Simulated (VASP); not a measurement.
# Settings for BeTe: piezoelectric tensors

BeTe, F-43m (no. 216), 2 atoms in the cell. PBE, piezoelectric tensors; PAW potentials Te, Be (PBE set). VASP 6.6.1.

Wanted: relaxed-ion piezoelectric stress constants within 0.03 C/m²; elastic constants within 2 %; static dielectric tensor within 3 %.

Geometry: relaxed with this functional.

Elastic constants: the values given are C11, C12, C44.

POSCAR:
```
BeTe
1.0
    0.0000000000      2.8341227953      2.8341227953
    2.8341227953      0.0000000000      2.8341227953
    2.8341227953      2.8341227953      0.0000000000
Te Be
1 1
Direct
    0.7500000000      0.7500000000      0.7500000000
    0.0000000000      0.0000000000      0.0000000000
```

The series start from k mesh: 8x8x8; Plane-wave cutoff (eV): 380; SCF threshold (eV): 1e-8; Precision mode: Accurate; Method: LEPSILON. Each series keeps the choices made before it, and each single choice may use up half of a tolerance.

## k mesh

| k mesh | Relaxed-ion piezoelectric stress constants (C/m²) | Elastic constants, largest deviation against the largest value | Static dielectric tensor | Time (s) |
|---|---|---|---|---|
| 4x4x4 | 0.194 | 1.2 % | 11.7 | 82 |
| 6x6x6 | 0.178 | 0.28 % | 9.216 | 121 |
| 8x8x8 | 0.175 | 0.042 % | 8.702 | 200 |
| 10x10x10 | 0.174 | 0.01 % | 8.589 | 251 |
| 12x12x12 (reference) | 0.173 | 0 % | 8.564 | 428 |

Chosen: 10x10x10, the loosest value from which every tighter one stays within half of the tolerance.

## Plane-wave cutoff (eV)

| Plane-wave cutoff (eV) | Relaxed-ion piezoelectric stress constants (C/m²) | Elastic constants, largest deviation against the largest value | Static dielectric tensor | Time (s) |
|---|---|---|---|---|
| 250 | 0.174 | 0.71 % | 8.584 | 146 |
| 290 | 0.173 | 0.083 % | 8.588 | 140 |
| 320 | 0.173 | 0.073 % | 8.589 | 138 |
| 380 | 0.174 | 0.021 % | 8.589 | 251 |
| 450 | 0.174 | 0.042 % | 8.59 | 286 |
| 520 (reference) | 0.174 | 0 % | 8.59 | 320 |

Chosen: 250.

## SCF threshold (eV)

| SCF threshold (eV) | Relaxed-ion piezoelectric stress constants (C/m²) | Elastic constants, largest deviation against the largest value | Static dielectric tensor | Time (s) |
|---|---|---|---|---|
| 1e-5 | 0.173 | 0.2 % | 8.583 | 88 |
| 1e-6 | 0.174 | 0.093 % | 8.584 | 102 |
| 1e-7 | 0.173 | 0.031 % | 8.584 | 118 |
| 1e-8 (reference) | 0.174 | 0 % | 8.584 | 146 |

Chosen: 1e-5.

## Precision mode

| Precision mode | Relaxed-ion piezoelectric stress constants (C/m²) | Elastic constants, largest deviation against the largest value | Static dielectric tensor | Time (s) |
|---|---|---|---|---|
| Accurate | 0.173 | 0 % | 8.583 | 88 |
| Normal | 0.173 | 0.021 % | 8.583 | 50 |
| Single | 0.173 | 0.1 % | 8.581 | 88 |

Chosen: Normal, the fastest of those that stay within half of the tolerance.

## Method

| Method | Relaxed-ion piezoelectric stress constants (C/m²) | Elastic constants, largest deviation against the largest value | Static dielectric tensor | Time (s) |
|---|---|---|---|---|
| LEPSILON | 0.173 | 0 % | 8.583 | 50 |
| LEPSILON with LPEAD | 0.173 | 0 % | 8.541 | 57 |
| LCALCEPS | 0.027 | 0 % | 8.804 | 186 |

Chosen: LEPSILON; no other choice that stays within half of the tolerance saves 30 % of the time.

## All choices together

| Input | Relaxed-ion piezoelectric stress constants (C/m²) | Elastic constants, largest deviation against the largest value | Static dielectric tensor | Time (s) |
|---|---|---|---|---|
| program defaults, KSPACING-like mesh of 0.5 per A (naive) | 0.127 | 2 % | 11.81 | 12 |
| chosen settings | 0.173 | 0.91 % | 8.583 | 50 |
| reference settings throughout | 0.173 | 0 % | 8.565 | 474 |

The tolerance is met.

Values of the reference run: Elastic constants: 96.3, 36.6, 49.2 GPa.

## The input

INCAR:
```
SYSTEM = BeTe
PREC = Normal
ENCUT = 250
EDIFF = 1E-5
ISMEAR = 0
SIGMA = 0.02
LREAL = .False.
LASPH = .True.
ALGO = Normal
NELM = 120
LWAVE = .False.
LCHARG = .False.
GGA = PE
LEPSILON = .True.
IBRION = 6
NFREE = 2
POTIM = 0.015
NSW = 1
ISIF = 3
KPAR = 4
```

KPOINTS:
```
Automatic mesh
0
Gamma
  10 10 10
  0 0 0
```

Commands:
```
cat potpaw_PBE.64/Te/POTCAR potpaw_PBE.64/Be/POTCAR > POTCAR
mpirun -np 4 vasp_std > vasp.out
```

The chosen input took VASP 6.6.1 50 s on 4 cores (Intel Xeon Platinum 8259CL @ 2.50GHz (Skylake/Cascade Lake)), a shared host.

## An input that fails: IBRION = 8, for which VASP prints no elastic tensor

It runs to its end, but its output holds no elastic tensor.

Changes against the starting input:
```
- IBRION = 6
+ IBRION = 8
```
